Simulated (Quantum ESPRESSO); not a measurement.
A calculation with Quantum ESPRESSO 7.5 of CuCl2 (native input, structure typed inline):

The input pw.in:

```
&CONTROL
  calculation = 'scf'
  prefix = 'pwscf'
  outdir = './tmp'
  pseudo_dir = './pseudo'
  tprnfor = .true.
  tstress = .true.
  disk_io = 'low'
/
&SYSTEM
  ibrav = 0
  celldm(1) = 8
  nat = 3
  ntyp = 2
  ecutwfc = 56
  ecutrho = 448
  nbnd = 24
  occupations = 'smearing'
  smearing = 'fd'
  degauss = 0.00367493
/
&ELECTRONS
  conv_thr = 6d-10
  electron_maxstep = 120
  mixing_beta = 0.5
/
ATOMIC_SPECIES
Cu    63.5460 cu_pbesol_v1.2.uspp.F.UPF
Cl    35.4500 cl_pbesol_v1.4.uspp.F.UPF
CELL_PARAMETERS alat
  1.0678483282297   0.0000000000000   0.0000000000000
  0.0000000000000   1.0678483282297   0.0000000000000
  0.0000000000000   0.0000000000000   1.0199116456263
ATOMIC_POSITIONS crystal
Cu     0.0000000000    0.0000000000    0.0000000000
Cl     0.0000000000    0.5000000000    0.0000000000
Cl     0.5000000000    0.0000000000    0.0000000000
K_POINTS automatic
6 6 6 0 0 0
```

pp_density.in

```
&INPUTPP
  prefix = 'pwscf'
  outdir = './tmp'
  filplot = 'density.dat'
  plot_num = 0
/
&PLOT
  nfile = 1
  filepp(1) = 'density.dat'
  iflag = 3
  output_format = 6
  fileout = 'density.cube'
/
```

pp_potential.in

```
&INPUTPP
  prefix = 'pwscf'
  outdir = './tmp'
  filplot = 'potential.dat'
  plot_num = 11
/
&PLOT
  nfile = 1
  filepp(1) = 'potential.dat'
  iflag = 3
  output_format = 6
  fileout = 'potential.cube'
/
```

Potentials or basis: GBRV 1.5 PBEsol.

The run is started by

```sh
$ OMP_NUM_THREADS=1 mpirun -n 2 pw.x -nk 2 -in pw.in > pw.out
$ OMP_NUM_THREADS=1 mpirun -n 1 pp.x -in pp_density.in > pp_density.out
$ OMP_NUM_THREADS=1 mpirun -n 1 pp.x -in pp_potential.in > pp_potential.out
```

Measurements of this composition are mostly on another form, of space group No. 12.

**Question.** Write the same calculation in another form: ASE script, structure from a P1 CIF.

**Answer.** As run:

The input run.py:

```python
import numpy as np
from ase.calculators.espresso import Espresso, EspressoProfile
from ase.io import read

atoms = read('CuCl2.cif')

input_data = {
    'control': {'calculation': 'scf', 'prefix': 'pwscf', 'outdir': './tmp', 'tprnfor': True, 'tstress': True, 'disk_io': 'nowf'},
    'system': {'ecutwfc': 56.0, 'ecutrho': 448.0, 'nbnd': 24, 'occupations': 'smearing', 'smearing': 'fd', 'degauss': 0.00367493},
    'electrons': {'conv_thr': 6e-10, 'electron_maxstep': 120, 'mixing_beta': 0.5},
}
pseudopotentials = {'Cl': 'cl_pbesol_v1.4.uspp.F.UPF', 'Cu': 'cu_pbesol_v1.2.uspp.F.UPF'}
profile = EspressoProfile(command='mpirun -n 2 pw.x -nk 2', pseudo_dir='pseudo')
dft = Espresso(profile=profile, input_data=input_data, pseudopotentials=pseudopotentials, kpts=(6, 6, 6), koffset=(0, 0, 0))
atoms.calc = dft

print(f'energy {atoms.get_potential_energy():.8f} eV')
print('forces (eV/A)')
print(np.round(atoms.get_forces(), 6))
print('stress (eV/A^3, Voigt)')
print(np.round(atoms.get_stress(), 8))
print(f'Fermi level {dft.get_fermi_level():.4f} eV')
```

The input CuCl2.cif:

```cif
data_CuCl2
_cell_length_a 4.52064800
_cell_length_b 4.52064800
_cell_length_c 4.31771200
_cell_angle_alpha 90.00000000
_cell_angle_beta 90.00000000
_cell_angle_gamma 90.00000000
_space_group_name_H-M_alt 'P1'
_space_group_name_Hall 'P 1'
_space_group_IT_number 1
loop_
_space_group_symop_operation_xyz
'x,y,z'
loop_
_atom_site_label
_atom_site_type_symbol
_atom_site_symmetry_multiplicity
_atom_site_Wyckoff_symbol
_atom_site_fract_x
_atom_site_fract_y
_atom_site_fract_z
_atom_site_occupancy
Cu1 Cu 1 a 0.0000000000 0.0000000000 0.0000000000 1
Cl1 Cl 1 a 0.0000000000 0.5000000000 0.0000000000 1
Cl2 Cl 1 a 0.5000000000 0.0000000000 0.0000000000 1
```

Potentials or basis: GBRV 1.5 PBEsol.

Launch:

```bash
$ OMP_NUM_THREADS=1 python run.py
```

Both were run:

|  | native input, structure typed inline | ASE script, structure from a P1 CIF |
| --- | --- | --- |
| Pressure | -1.7 GPa | -1.7 GPa |
| Band gap on the k mesh | none (metal or under the smearing width) | none (metal or under the smearing width) |

Keys that steer only the numerical path or the files written may differ.

Caveat: this functional lacks dispersion, which binds the layers, so the pressure and a relaxed spacing across them are unreliable; an odd number of electrons without spin polarisation forces a metal; a magnetic or distorted state may lie lower; the run has no spin polarisation, though such a crystal can be magnetic; semilocal functionals often make such compounds metallic where correlation or magnetic order opens a gap, which also shifts bond lengths.
